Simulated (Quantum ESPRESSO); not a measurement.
**Sr: equation of state with PBEsol**

Crystal: Sr.

```
Sr
1.0
     0.00000    3.04235    3.04235
     3.04235    0.00000    3.04235
     3.04235    3.04235    0.00000
Sr
1
Direct
  0.00000 0.00000 0.00000
```

```json
{
 "Program": "Quantum ESPRESSO 7.5",
 "Task": "equation of state",
 "Functional": "PBEsol",
 "Potentials or basis": "GBRV 1.5 PBEsol",
 "Cutoff": "612 eV",
 "Density cutoff": "4898 eV",
 "k mesh": "8 × 8 × 8",
 "Occupations": "fermi-dirac, width 0.05 eV",
 "Spin": "no spin polarisation"
}
```

```yaml
Equilibrium_volume: "51.88 Å³/atom (rough: see the caveat)"
Bulk_modulus: 12.4 GPa (rough)
```

Energy against volume, from the lowest point:
```
volume (Å³/atom)  energy (meV/atom)
          52.940               0.00
          54.067               2.55
          55.193               6.67
          56.319              12.23
          57.446              19.10
          58.572              27.15
          59.698              36.28
```

All runs of the series together: 49 s on 2 threads of Intel(R) Xeon(R) Platinum 8488C (Sapphire Rapids) (shared host).

Caveat: the minimum lies outside the volumes run.
